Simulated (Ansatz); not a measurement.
An Ansatz input:

```yaml
crystal:
  lattice:
    - [4.6506299072, 0.0, 0.0]
    - [-2.3253149536, 4.0275636433, 0.0]
    - [0.0, 0.0, 15.1764380849]
  atoms:
    - { symbol: K, position: [0.0, 0.0, 0.0] }
    - { symbol: K, position: [0.0, 0.0, 0.5] }
    - { symbol: K, position: [0.3333333333, 0.6666666667, 0.25] }
    - { symbol: K, position: [0.6666666667, 0.3333333333, 0.75] }
hamiltonian:
  xc: rpbe
  pseudopotentials:
    kind: paw
    azcp:
      K: "pseudopotentials/K.paw.azcp"
basis:
  ecutwfc: 420
  fft_grid_basis: typed
kpoints:
  mp_grid: { grid: [9, 9, 3], shift: [0, 0, 0] }
magnetization:
  spin_polarized: false
scf:
  occupations: { method: fermi_dirac, width: 0.1 }
  lower_state_search: "off"
output:
  stress: true
```

Terminal output

```
Engine: ansatz 0.2.0, aarch64-unknown-linux-gnu
Pseudopotentials: kind: paw
Pseudopotential: K, paw, valence charge 9, recommended cutoff 420 eV (normal) 
Functional definition: RPBE
  parameter kappa = 0.804
  parameter beta = 0.06672455060314922
  exchange = rpbe_x(kappa = kappa, mu = beta*pi^2/3)
  correlation = pbe_c(beta = beta)
Crystal: 4 atoms, lattice volume = 284.265 Å³
Basis set: ecut = 420 eV, 5577 PW (Γ)
Bands: 22, of which v1, the nominal top of the filled ones, is band 18 counted from 1 (17 counted from 0)
Symmetry: 24 space group operations
Space group: P63/mmc (ITA 194), of the structure as read, at distance tolerance 6.6e-5 Å
k-points: 24 of 243
Non-local potential: K, projectors of the file, l = 0: 3, l = 1: 2, l = 2: 2
PAW form: soft (Blöchl's): semilocal exchange-correlation on the pseudo side does not see the compensation charge
PAW frozen core: K, regenerated for the run's functional, and the local potential with it (the file was generated under x = pbe(κ = 0.804, μ = 0.2195149727645171), c = pbe(β = 0.06672455060314922))
PAW one-centre angular grid: K, 110 points (default); XC on 64 Gauss nodes
Initial density: superposition of atomic densities (neutral atoms: chi_scale 0, normalization atom), corrected by the library's trained network
Initial wavefunctions: pseudopotential atomic-orbital guess
Functional: x = rpbe, c = pbe(β = 0.06672455060314922)
SCF iter   1: F=—  HF=-6168.337665 eV  |F-HF|=—  |Δ(HF+E_count)|=         —  Δρ=1.59e-3  dr2=4.11e-3  ethr=1.77e-3  ⟨swp⟩=6.5  Hψ=2729  notcnv=0
SCF iter   2: F=—  HF=-6168.338042 eV  |F-HF|=—  |Δ(HF+E_count)|=   3.77e-4  Δρ=8.98e-4  dr2=1.49e-3  ethr=1.14e-5  ⟨swp⟩=1.9  Hψ=821  notcnv=0
SCF iter   3: F=—  HF=-6168.338510 eV  |F-HF|=—  |Δ(HF+E_count)|=   4.68e-4  Δρ=1.13e-4  dr2=6.73e-5  ethr=4.13e-6  ⟨swp⟩=2.8  Hψ=1039  notcnv=0
SCF iter   4: F=—  HF=-6168.338722 eV  |F-HF|=—  |Δ(HF+E_count)|=   2.12e-4  Δρ=4.32e-5  dr2=1.28e-5  ethr=1.87e-7  ⟨swp⟩=2.2  Hψ=741  notcnv=0
SCF iter   5: F=—  HF=-6168.338728 eV  |F-HF|=—  |Δ(HF+E_count)|=   5.94e-6  Δρ=1.76e-5  dr2=1.55e-6  ethr=3.55e-8  ⟨swp⟩=1.8  Hψ=583  notcnv=0
SCF iter   6: F=—  HF=-6168.338728 eV  |F-HF|=—  |Δ(HF+E_count)|=   3.90e-7  Δρ=6.02e-6  dr2=2.46e-7  ethr=4.30e-9  ⟨swp⟩=1.8  Hψ=581  notcnv=0
SCF iter   7: F=-6168.338728 eV  HF=-6168.338728 eV  |F-HF|=3.99e-9  |Δ(HF+E_count)|=   7.77e-8  Δρ=1.37e-6  dr2=1.58e-8  ethr=2.78e-10  ⟨swp⟩=3.8  Hψ=1572  notcnv=0
SCF 1 converged in 7 iterations: F = -6168.338728 eV  dr2 = 1.58e-8
SCF converged after 7 iterations
Free energy (F): -6168.338728 eV
Harris-Foulkes:  -6168.338728 eV  (|F-HF|=3.99e-9)
Internal energy: -6168.235215 eV  (E = F + TS)
E sigma→0 (E₀):  -6168.286972 eV
Entropy (-TS):   -0.103513 eV (-25.878 meV/atom)
Fermi energy:    2.039374 eV
--- Per-component energies (eV) ---
  E_band       = -563.496096
  E_kinetic    = 1010.322794
  E_local      = -2985.227450  (includes V_loc(G=0)·N_el)
  E_nonlocal   = 48.305559
  E_hartree    = 1065.225946
  E_xc         = -538.704856
  E_vxc        = -654.181708  (∫ρ·V_xc dr)
  E_paw        = -3141.376438  (= ΣΔE_a)
  E_vpaw       = -113.169009  (= ΣTr[D̂ρ^β])
  E_aug_tail   = -0.000013  (compensation charges beyond the density's cutoff)
  E_ewald      = -1626.583537
  E_core_change = -0.197221  (= ΣΔE_core)
  E_smearing   = -0.103513  (= −TS)
  E_closure    = -0.000000  (closes the sum)
  Σ components = -6168.338728   (vs F -6168.338728, Δ=0.00e0)
--- Stress (GPa, compression-positive) ---
        0.487114      -0.000000      -0.000000
        0.000000       0.487114      -0.000000
        0.000000      -0.000000       0.547938
  P = ⅓ Tr σ = 0.5074 GPa (5.074 kbar)
```
